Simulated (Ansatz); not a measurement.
# Hf started on a Si site in α-quartz SiO2, 72 atoms, charge −1

The calculation used DFT, PBEsol, PAW, plane waves in Ansatz 0.2.0.

Command:

```sh
ansatz run in.yaml --threads 8 --pin off --max-ram 118750MiB --runs-dir r --events-out ev --progress --plain --backend cuda --devices 0, --max-vram 170GiB
```

The input less its lattice and atoms (starting moments on atoms near the defect: 1 μB in all):

```yaml
crystal:
  symmetry: { detect: false }
kpoints:
  mp_grid: { grid: [1, 1, 1], shift: [0.25, 0.25, 0.25] }
hamiltonian:
  xc: pbesol
total_charge: -1
magnetization:
  spin_polarized: true
scf:
  occupations: { method: fermi_dirac, width: 0.01 }
relax:
  f_tol: 0.03
  max_steps: 80
  escape_saddle: false
  adjacent_minimum: "off"
output:
  forces: true
  eigenvalues: true
  populations: true
  charged_corrections: { epsilon: 4.5 }
```

Start:

```xyz
72
Lattice="9.9016 0.0000 0.0000 -4.9508 8.5751 0.0000 0.0000 0.0000 10.8859" Properties=species:S:1:pos:R:3 pbc="T T T"
Si   -2.5778    8.5686    1.7785
Si    2.3165    0.0095    7.2619
Si   -0.1107    4.2632    1.7873
Si   -0.1392    4.3004    7.2682
Si    7.2260    0.0474    1.8468
Si    7.2943    0.0055    7.2591
Si    4.8305    4.3414    1.8043
Si    4.8253    4.2947    7.2831
Si   -1.1645    2.0600    3.6349
Si    8.7358    2.0138    9.0378
Si   -3.6354    6.3086    3.5965
Si    6.2516    6.2909    9.0787
Si    3.7715    2.0272    3.6293
Si    3.7838    2.0339    9.0910
Si    1.2907    6.2995    3.6451
Si    1.3086    6.2840    9.0472
Si    1.3128    2.2773    0.0007
Si   -1.1682    6.5606   10.8603
Si   -1.1513    6.5253    5.4177
Si    6.2711    2.2559    0.0054
Si    6.2828    2.2351    5.4386
Si    3.7474    6.5617   10.8746
Si    3.7947    6.5581    5.4512
Hf    1.3012    2.2839    5.4230
O     1.3591    1.1651    1.1607
O     1.3744    1.1493    6.5950
O    -1.1144    5.4228    1.1466
O    -1.1025    5.4413    6.6158
O     6.3200    1.1501    1.1761
O     6.3325    1.1198    6.6423
O     3.8467    5.4402    1.1306
O     3.8783    5.4387    6.6020
O     3.2486    0.6433    2.9544
O     3.2694    0.6442    8.4060
O     0.7825    4.9021    2.9896
O     0.7913    4.9160    8.4598
O     8.2057    0.6307    2.9935
O     8.2157    0.6264    8.4179
O     5.7377    4.9088    3.0059
O     5.7562    4.9012    8.4395
O     2.7582    2.4862    4.8077
O     2.7419    2.5182   10.2563
O     0.3178    6.8201    4.7673
O     0.3041    6.7813   10.2078
O     7.7346    2.4922    4.7862
O     7.6901    2.5499   10.2455
O     5.2268    6.8021    4.7806
O     5.2525    6.8089   10.1918
O     0.2840    1.7270    4.2819
O     0.3028    1.7189    9.6827
O    -2.1754    6.0621    4.2442
O    -2.1386    6.0478    9.7146
O     5.2374    1.7492    4.2750
O     5.2222    1.7705    9.7184
O     2.8037    6.0452    4.3063
O     2.8006    6.0515    9.6951
O    -1.0885    3.1527    2.4612
O    -1.0924    3.1806    7.8719
O    -3.5805    7.4415    2.4489
O    -3.5608    7.4375    7.9120
O     3.8783    3.1781    2.4611
O     3.8820    3.1610    7.9324
O     1.4001    7.4125    2.4650
O     1.3776    7.3983    7.9197
O     0.7888    3.6443    0.6569
O     0.7647    3.6575    6.0767
O    -1.6934    7.9422    0.6236
O    -1.6842    7.9559    6.1024
O     5.7168    3.6512    0.6638
O     5.7162    3.6650    6.0705
O     3.2908    7.9312    0.6917
O     3.2743    7.9564    6.1004
```

Steps:

| step | energy less the first (eV) | largest force component (eV/Å) |
| --- | --- | --- |
| start | 0.000 | 19.299 |
| 1 | -8.716 | 4.301 |
| 2 | -10.552 | 1.174 |
| 3 | -10.712 | 0.131 |
| 4 | -10.763 | 0.401 |
| 5 | -10.827 | 0.383 |
| 6 | -10.920 | 0.450 |
| 7 | -11.014 | 0.393 |
| 8 | -11.052 | 0.461 |
| 9 | -11.123 | 0.214 |
| 10 | -11.138 | 0.081 |
| 11 | -11.140 | 0.038 |
| 12 | -11.141 | 0.108 |
| 13 | -11.144 | 0.030 |
| 14 | -11.145 | 0.018 |

End:

```
Si Hf O
1.0
     9.90164    0.00000    0.00000
    -4.95082    8.57507    0.00000
     0.00000    0.00000   10.88588
Si Hf O
23 1 48
Direct
  0.23384 0.00649 0.17335
  0.22467 0.99826 0.67204
  0.23156 0.49678 0.16897
  0.24322 0.51633 0.67672
  0.72459 0.99584 0.16313
  0.73343 0.99650 0.66811
  0.74715 0.49609 0.15446
  0.73542 0.49173 0.66429
  0.99862 0.22381 0.32838
  0.00624 0.23460 0.82565
  0.99672 0.73476 0.33184
  0.99496 0.72401 0.83608
  0.51626 0.24315 0.32201
  0.49673 0.23188 0.83079
  0.49230 0.73624 0.33464
  0.49486 0.74645 0.84546
  0.26895 0.26951 0.99963
  0.26487 0.76982 0.00757
  0.26042 0.76982 0.50232
  0.77082 0.26656 0.99202
  0.76905 0.25958 0.49705
  0.75838 0.75881 0.99965
  0.75667 0.75696 0.49979
  0.28011 0.28042 0.49949
  0.20923 0.13873 0.10695
  0.17520 0.12291 0.63183
  0.20771 0.63416 0.11092
  0.20295 0.63937 0.61006
  0.70590 0.13248 0.09750
  0.70607 0.12920 0.60577
  0.70406 0.62358 0.10308
  0.70753 0.62601 0.60599
  0.36560 0.07749 0.28009
  0.35996 0.06628 0.77900
  0.35784 0.57060 0.27991
  0.33928 0.59069 0.80353
  0.84914 0.06873 0.27256
  0.86965 0.07032 0.77121
  0.86959 0.57215 0.26739
  0.86126 0.56062 0.77665
  0.47461 0.35025 0.40474
  0.43031 0.29876 0.93728
  0.42277 0.79972 0.44079
  0.43681 0.81816 0.95405
  0.93112 0.28445 0.44035
  0.92991 0.29055 0.93163
  0.91688 0.78611 0.43730
  0.91845 0.78707 0.93708
  0.12194 0.17222 0.36814
  0.13799 0.20953 0.89244
  0.12994 0.70796 0.39377
  0.13094 0.70444 0.90189
  0.63906 0.20276 0.38898
  0.63472 0.20936 0.88907
  0.62660 0.70831 0.39296
  0.62242 0.70343 0.89678
  0.06695 0.35948 0.22164
  0.07747 0.36521 0.71806
  0.06964 0.87050 0.22836
  0.06884 0.84877 0.72674
  0.59135 0.34011 0.19573
  0.56973 0.35724 0.71912
  0.56096 0.86221 0.22239
  0.57112 0.86948 0.73289
  0.29830 0.43090 0.06191
  0.35080 0.47505 0.59431
  0.28823 0.92910 0.06709
  0.28632 0.93196 0.55997
  0.81934 0.43844 0.04591
  0.79921 0.42212 0.55846
  0.78694 0.91929 0.06154
  0.78504 0.91651 0.56295
```

The run converged.

Time: 17 s of wall time on one NVIDIA GB200 with 8 processor threads, on a host shared with other runs; peak host memory 2.1 GiB.

(1) How much energy did the relaxation gain, and which atom moved most?

The moment started at 1 μB and ended at 1.0 μB; no other spin state is shown. The one k point has no symmetry partners, which can distort the end along one axis.

Answers

(1) 11.14 eV in 14 steps, from a start with small random displacements; atom 41 (O) moved 0.69 Å, the median atom 0.10 Å (drift of the whole cell removed).
